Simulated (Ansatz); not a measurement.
Base system: GeO$_{2}$ in the rutile structure (space group P4_2/mnm, No. 136; a = 4.428 Å, c = 2.884 Å). Axes: x, y, z lie along a, b, c of the conventional cell.

Computed with PBEsol (Ansatz, a first-principles code; PAW; 420 eV plane waves; no spin-orbit coupling).

Strains are applied to the cell and any free atomic positions relax; under biaxial strain the out-of-plane vector relaxes too; under stress the whole cell relaxes.

One change was made to it. Results:

The electron mass goes from 0.20 mₑ along c, 0.24 mₑ across (at Γ) to 0.20 mₑ along z, 0.24 mₑ across (at Γ); the band gap falls by 0.03 eV (1.57 eV → 1.54 eV).

Problem. Which change produced these results?
(A) biaxial strain −1.97 %, plane normal [001], relaxed out of plane
(B) biaxial strain +1.46 %, plane normal [001], relaxed out of plane
(C) isotropic strain −5.42 %
(D) uniaxial stress, 1 GPa tension along z
(E) strain tensor (xx, yy, zz, yz, xz, xy) = (−2.33, +1.44, +0.95, −0.53, +2.14, +1.23) %

Solution. D, uniaxial stress, 1 GPa tension along z. For comparison, the electron mass in the other runs: isotropic strain −5.42 % gives 0.32 mₑ along c, 0.40 mₑ across (at Γ); biaxial strain −1.97 %, plane normal [001], relaxed out of plane gives 0.21 mₑ out of plane, 0.25 mₑ in plane (at Γ); strain tensor (xx, yy, zz, yz, xz, xy) = (−2.33, +1.44, +0.95, −0.53, +2.14, +1.23) % gives 0.26 mₑ along x, 0.23 mₑ along y, 0.21 mₑ along z (at Γ); biaxial strain +1.46 %, plane normal [001], relaxed out of plane gives 0.20 mₑ out of plane, 0.24 mₑ in plane (at Γ).

Masses are band curvatures over ±0.01 Å⁻¹ around the edge. Beyond what the load breaks, stability against distortions was not tested.
